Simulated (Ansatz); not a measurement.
Runs of Ansatz 0.2.0 on Mg. Symmetry: P6_3/mmc, No. 194, hexagonal system. Conventional cell: a = 3.177 Å, b = 3.177 Å, c = 10.319 Å, α = 90.00°, β = 90.00°, γ = 120.00°. Mg (site symmetry -6m2) has 12 Mg at 3.17 to 3.18 Å as nearest neighbours. Mg (site symmetry -3m) has 12 Mg at 3.17 to 3.18 Å as nearest neighbours. 

| level | cutoff (eV) | gap on the mesh (eV) | pressure (GPa) |
| --- | --- | --- | --- |
| LDA | 420 | none | -1.5 |
| PBE0 | 420 | none | (c) |
| revPBE | 420 | none | 1.8 |
| RPBE | 420 | none | 2.0 |
| HSE06 | 420 | none | 0.7 |
| PBEsol | 420 | none | (a) |
| PBE | 420 | none | 0.7 |
| r2SCAN0 | 500 | none | 0.3 |
| BLYP | 420 | none | (b) |
| r2SCAN | 500 | none | 0.2 |

Alike in all rows: task projected density of states; potentials or basis Ansatz PAW; no spin polarisation; cell as given; k mesh 6 × 6 × 2; smearing fermi-dirac 0.05 eV; the mesh is coarse, so values aren't converged.

Q: Estimate the missing entries.

A: (a) 0.0; (b) 1.4; (c) 0.6.

Caveats: all runs use coarse meshes; the PAW data sets come from PBE, with cores solved anew for the run's functional, which leaves a small shift of forces and pressure (some runs); the thresholds are loose for stress (some runs).

A gap of «none» marks a metal or a gap under the smearing width.
